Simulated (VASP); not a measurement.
Crystal: HfC.

```
Hf C
1.0
     0.00000    2.32500    2.32500
     2.32500    0.00000    2.32500
     2.32500    2.32500    0.00000
Hf C
1 1
Direct
  0.50000 0.50000 0.50000
  0.00000 0.00000 0.00000
```

```yaml
Program: VASP 6.6.1
Task: relaxation of cell and atoms
Functional: revPBE
Dispersion: D3(BJ)
Potentials_or_basis: VASP PAW PBE potentials, release 64 (Hf_pv, C)
Cutoff: 600 eV
k_mesh: 10 × 10 × 10
Occupations: fermi-dirac, width 0.05 eV
Spin: no spin polarisation
```

At the start: pressure -6.6 GPa; volume 12.57 Å³/atom.

Question: How do energy, volume and symmetry change on relaxing?

Answer: Over 3 steps the energy falls by 7.2 meV/atom and the volume is 12.23 Å³/atom (-2.7 %); space group Fm-3m (No. 225, to 0.05 Å).

The path:
```tsv
step	energy change (eV)	largest force (eV/Å)	pressure (GPa)	volume (Å³)
1	0.0000	0.0000	-6.56	25.14
2	0.0301	0.0000	13.09	23.31
3	-0.0145	0.0000	-0.13	24.46
```

Final structure:
```
Hf C
1.0
     0.00000    2.30386    2.30386
     2.30386    0.00000    2.30386
     2.30386    2.30386    0.00000
Hf C
1 1
Cartesian
  2.3039 2.3039 2.3039
  0.0000 0.0000 0.0000
```

Caveat: the PAW data sets were made with another functional, which shifts forces and pressure a little; pairwise dispersion overbinds metals, which lowers pressure and volume.
